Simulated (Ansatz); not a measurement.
# CoO: the cost of one run

Computed with Ansatz 0.2.0 (DFT PBE+U (U_eff = 3.3 eV on Co 3d), scalar-relativistic, plane waves, PAW, unless a step's input says otherwise).

**1. Starting point**

It takes space group Fm-3m (No. 225, cubic). Conventional cell: a = 4.263 Å, b = 4.263 Å, c = 4.263 Å, α = 90.00°, β = 90.00°, γ = 90.00°. Co (site symmetry m-3m) has 6 O at 2.13 Å in its first shell of neighbours. Around O (site symmetry m-3m) lie 6 Co at 2.13 Å.

As a file:

```
CELL_PARAMETERS angstrom
0.00000 2.13150 2.13150
2.13150 0.00000 2.13150
2.13150 2.13150 0.00000
ATOMIC_POSITIONS crystal
Co 0.00000 0.00000 0.00000
O 0.50000 0.50000 0.50000
```

The cell is the deposited one, not relaxed. An earlier run on this cell at PBE+U (U_eff = 3.3 eV on Co 3d) gave 8.17 GPa at 9.684 Å³/atom (10×10×10 mesh), mesh gap 1.24 eV, spin moments in the atoms' spheres Co 2.60; O 0.23 μB. The cell is compressed at this level.

**2. Bands on a fine mesh**

Contents of input.yaml:

```yaml
crystal:
  lattice:
    - [0.0, 2.1315016559, 2.1315016559]
    - [2.1315016559, 0.0, 2.1315016559]
    - [2.1315016559, 2.1315016559, 0.0]
  atoms:
    - { symbol: Co, position: [0.0, 0.0, 0.0], spin: 2.86 }
    - { symbol: O, position: [0.5, 0.5, 0.5] }
basis:
  ecutwfc: 420
  ecutrho_ratio: 4
kpoints:
  mp_grid: { grid: [10, 10, 10] }
hamiltonian:
  xc: pbe
  hubbard: { sites: [{ species: Co, l: d, u_eff: 3.3 }] }
scf:
  occupations: { method: gaussian, width: 0.05 }
  lower_state_search: "off"
output:
  forces: true
  stress: true
  eigenvalues: true
  populations: true
  hubbard: { sites: [{ species: Co, l: d }] }
  eigenstates:
    nscf_kmesh: { grid: [24, 24, 24] }
    de_dk: true
    e_range: [-2.5, 3.744496741175]
  write_density: true
  write_potential: true
  elf: true
  volumetric_format: npy
magnetization:
  spin_polarized: true
checkpoint:
  read: start.run
  write: ck
  compress: false
  write_wavefunctions: false
  write_every: 100000
```

start.run is the folder with the converged state of an earlier run on this cell.

Launch:

```
ansatz run input.yaml --threads 4 --pin off --max-ram 9216MiB --backend cpu --events-out ev --progress --plain --runs-dir out
```

Q: Estimate wall time and peak memory on 4 threads of Arm Neoverse V1, shared host.

About 13 s, with a peak of 0.77 GiB.
